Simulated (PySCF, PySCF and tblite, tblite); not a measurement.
**C₄H₉NO: a path driven as pyramidal inversion, and NMR exchange**

One table from this session's results is given with a row withheld; the runs are named, their logs left out.

Computed with tblite 0.8.0 (tight binding) and PySCF 2.14.0 (DFT, with response routines of our own); each step states its level. Atoms count from 0 throughout.

## The molecule as given

15 atoms, charge 0, multiplicity 1; geometry from: force field or distance geometry start.

Bonds of the start (Å): C0–C1 1.54, C0–H6 1.10, C0–H7 1.09, C0–N5 1.46, C1–H8 1.08, C1–H9 1.11, C1–O2 1.44, C3–C4 1.55, C3–H10 1.09, C3–H11 1.09, C4–H12 1.09, C4–H13 1.09, C4–N5 1.48, N5–H14 1.01, O2–C3 1.42.

The first run:

The job: settings as JSON, then the geometry in Å.

```
{"job": {"xc": "GFN2-xTB", "basis": "xTB", "kind": "relax"}, "charge": 0, "multiplicity": 1}
C     -1.231000    -0.340800    -0.373300
C     -0.959000     1.128200    -0.010300
O      0.390800     1.524000    -0.330000
C      1.328900     0.461400    -0.273100
C      0.911300    -0.666400     0.708900
N     -0.378500    -1.290700     0.344600
H     -2.284600    -0.580800    -0.166600
H     -1.070300    -0.463200    -1.445100
H     -1.634700     1.785800    -0.533900
H     -1.111300     1.290600     1.076400
H      2.285200     0.880100     0.044200
H      1.460100     0.053400    -1.275800
H      1.684000    -1.434300     0.754500
H      0.819100    -0.249900     1.708900
H     -0.214500    -2.089400    -0.251400
```

Command:

```bash
OMP_NUM_THREADS=1 python ens_run.py task.json out
```

This one command runs the whole study; its stages follow in the order run.

Among the steps run: GFN2-xTB relaxation, start minimum; Relaxed scan, inversion; Nudged elastic band, leg 1; Saddle search, leg 1; DFT refinement, start: PBE0-D3(BJ)/def2-SVP; Shieldings, start: BHandHLYP/pcSseg-1; Shieldings, saddle of leg 1: BHandHLYP/pcSseg-1; Barriers, rates and exchange; Single-point energy, saddle of leg 1: BHandHLYP/pcSseg-1; Second level: BHandHLYP/pcSseg-1 + D3(BJ); Shieldings, start: B97-D/pcSseg-1; Single-point energy, saddle of leg 1: B97-D/pcSseg-1; Second level: B97-D/pcSseg-1 + D3(BJ).

One of the session's tables, all rows but one given; the rest of the session is left out.

Barriers by level (kcal/mol; entropies in cal/(mol K)). Zero-point and thermal terms come from xTB in every row. ΔG‡ leaves symmetry out; the rate counts one path; effective ΔG‡, where given, is the barrier that would give that rate by Eyring's equation alone:

```
                      level   ΔE‡  with zero-point   ΔH‡  ΔG‡ (298 K)  k at 298 K (1/s)
                   GFN2-xTB  4.37             3.18  3.13         3.18           2.9e+10
       PBE0-D3(BJ)/def2-SVP  2.61             1.42  1.37         1.42           5.6e+11
BHandHLYP/pcSseg-1 + D3(BJ)  3.08             1.89  1.84         1.89           2.6e+11
    B97-D/pcSseg-1 + D3(BJ)     ?                ?     ?            ?                 ?
```

**Question.** Estimate the row for B97-D/pcSseg-1 + D3(BJ).

The run gave: ΔE‡: 3.30; with zero-point: 2.11; ΔH‡: 2.06; ΔG‡ (298 K): 2.11; k at 298 K (1/s): 1.8e+11. In the column «ΔE‡» it lies between BHandHLYP/pcSseg-1 + D3(BJ) (3.08) and GFN2-xTB (4.37).
